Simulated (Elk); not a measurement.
An Elk run on Cr with settings drawn from a wide range, so not all are converged; totals and levels move with the basis, and no second program has checked them. Computed with DFT, AM05, all-electron APW+lo, Dirac cores, scalar-relativistic bands in Elk 11.2.3 with local patches. Elk's input is in atomic units.

Command: `OMP_NUM_THREADS=1 elk`

```
tasks
  0
  110
  115
  15
  21

xctype
  30

rgkmax
  6.5

gmaxvr
  10

lmaxapw
  12

lmaxo
  6

lmaxi
  2

nrmtscf
  1.5

nempty
  6

epspot
  1e-07

epsengy
  1e-05

maxscl
  60

swidth
  0.008

stype
  3

lradstp
  4

mixtype
  1

hmaxvr
  4

nxlo
  1

reducebf
  0.5

spinpol
  .true.

tforce
  .false.

spincore
  .true.

sppath
  './'

avec
  0.00000000000 3.40150702433 3.40150702433
  3.40150702433 0.00000000000 3.40150702433
  3.40150702433 3.40150702433 0.00000000000

atoms
  1
  'Cr.in'
  1
  0.000000000000 0.000000000000 0.000000000000   0.000 0.000 -0.500

ngridk
  16 16 16

plot1d
  8 30
  0.0000000000 0.0000000000 0.0000000000
  0.5000000000 0.0000000000 0.5000000000
  0.6250000000 0.2500000000 0.6250000000
  0.3750000000 0.3750000000 0.7500000000
  0.0000000000 0.0000000000 0.0000000000
  0.5000000000 0.5000000000 0.5000000000
  0.5000000000 0.2500000000 0.7500000000
  0.5000000000 0.0000000000 0.5000000000
```

Muffin-tin radii in the species files: Cr 2.21 bohr.

The geometry is COD entry 1534885, unchecked; take it as a test cell.

Task: What does the run give?

Result: It refused before any iteration.
```
Error(init0): requested spin-polarised run with spin-unpolarised
 exchange-correlation functional
```
